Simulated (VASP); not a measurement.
Pb:

```
Pb
1.0
     0.00000    2.47502    2.47502
     2.47502    0.00000    2.47502
     2.47502    2.47502    0.00000
Pb
1
Direct
  0.00000 0.00000 0.00000
```

```yaml
Program: VASP 6.6.1
Task: relaxation of cell and atoms
Functional: LDA
Potentials_or_basis: VASP PAW LDA potentials, release 64 (Pb_d)
Cutoff: 600 eV
k_mesh: 9 × 9 × 9
Occupations: fermi-dirac, width 0.05 eV
Spin: no spin polarisation
```

At the start: pressure -2.0 GPa; volume 30.32 Å³/atom.

How do energy, volume and symmetry change on relaxing?

Over 5 steps the energy falls by 8.3 meV/atom and the volume is 29.08 Å³/atom (-4.1 %); space group Fm-3m (No. 225, to 0.05 Å).

The path:
```
step  energy change (eV)  largest force (eV/Å)  pressure (GPa)  volume (Å³)
   1              0.0000                0.0000           -2.00        30.32
   2             -0.0074                0.0000            0.80        28.69
   3             -0.0083                0.0000           -0.06        29.08
   4             -0.0083                0.0000            0.04        29.05
   5             -0.0083                0.0000            0.03        29.08
```

Final structure:
```
CELL_PARAMETERS angstrom
0.00000 2.44070 2.44070
2.44070 0.00000 2.44070
2.44070 2.44070 0.00000
ATOMIC_POSITIONS crystal
Pb 0.00000 0.00000 0.00000
```

The cell as given is a measured one (30.32 Å³/atom); LDA puts the equilibrium volume -4.1 % from it, thermal expansion not counted.
